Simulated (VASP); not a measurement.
MgI2: single point with r2SCAN

The system is MgI2.

```xyz
3
Lattice="4.1052 0.0000 0.0000 -2.0526 3.5552 0.0000 0.0000 0.0000 6.8222" Properties=species:S:1:pos:R:3 pbc="T T T"
Mg    0.0000    0.0000    0.0000
I     0.0000    2.3701    1.7055
I     2.0526    1.1851    5.1166
```

- Program: VASP 6.6.1
- Task: single point
- Functional: r2SCAN
- Potentials or basis: VASP PAW PBE potentials, release 64 (Mg, I)
- Cutoff: 520 eV
- k mesh: 5 × 5 × 3
- Occupations: gaussian, width 0.01 eV
- Spin: no spin polarisation

| Property | Result |
| --- | --- |
| Pressure | 0.9 GPa |
| Largest force | 0.209 eV/Å |
| Band gap on the k mesh | 4.14 eV, indirect (least direct gap 4.56 eV) |

Forces in eV/Å, atoms in the order of the input:
```
Mg   0.000  0.000  0.000
I    0.000  0.000 -0.209
I    0.000  0.000  0.209
```

Stress tensor (GPa, compression positive):
```
1.22 0.00 0.00
0.00 1.22 0.00
0.00 0.00 0.33
```

Levels at points of the mesh, in eV from the valence-band top:
| k point | band 5 | band 6 | band 7 | band 8 | band 9 | band 10 | band 11 | band 12 |
| --- | --- | --- | --- | --- | --- | --- | --- | --- |
| (0.00, 0.00, 0.00) | -0.40 | -0.02 | 0.00 | 0.00 | 4.56 | 5.53 | 7.43 | 7.43 |

Wall time 2.7 min on 1 thread of Intel(R) Xeon(R) Platinum 8375C CPU @ 2.90GHz (Ice Lake), on a shared host, peak memory 0.25 GiB.

Caveat: the PAW data sets were made with another functional, which shifts forces and pressure a little; spin-orbit coupling is left out, which moves the levels of the heavy elements; an odd mesh through Γ misses points on the zone boundary, where band edges often lie; the cell's inner coordinates are idealised or old, which leaves forces on the atoms.
